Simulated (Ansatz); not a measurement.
**CuO (Tenorite) in Ansatz: the effect of exact exchange**

Crystal: CuO (Tenorite).

```
CELL_PARAMETERS angstrom
2.34185 -1.71130 0.00000
2.34185 1.71130 0.00000
-0.85003 0.00000 5.05787
ATOMIC_POSITIONS crystal
Cu 0.50000 0.00000 0.50000
Cu 0.00000 0.50000 0.00000
O 0.41840 0.58160 0.75000
O 0.58160 0.41840 0.25000
```

Alike in all runs:

- Program: Ansatz 0.2.0
- Task: single point
- Functional: HSE06 form with a typed share of exact exchange
- Potentials or basis: Ansatz PAW
- Cutoff: 420 eV (not typed: the program's choice for these potentials)
- k mesh: 5 × 5 × 3
- Occupations: fermi-dirac, width 0.05 eV
- Spin: no spin polarisation

```csv
exact exchange,pressure (GPa),largest force (eV/Å)
0.25,0.0,0.28
0.3,?,?
0.4,-3.2,0.27
0.5,-5.2,0.25
```

Task: What does the run with exact exchange 0.3 give?

Result: Pressure -1.1 GPa; largest force 0.28 eV/Å.

Worked out: A straight line through the other rows of the pressure, of slope -20.8 GPa per unit of exact exchange, gives -1.1 GPa, against the run's -1.1. A straight line through the other rows of the largest force, of slope -0.116 eV/Å per unit of exact exchange, gives 0.28 eV/Å, against the run's 0.28.

Caveats: all runs use coarse meshes; the run has no spin polarisation, though such a crystal can be magnetic; the PAW data sets come from PBE, with cores solved anew for the run's functional, which leaves a small shift of forces and pressure; the thresholds are loose for stress.
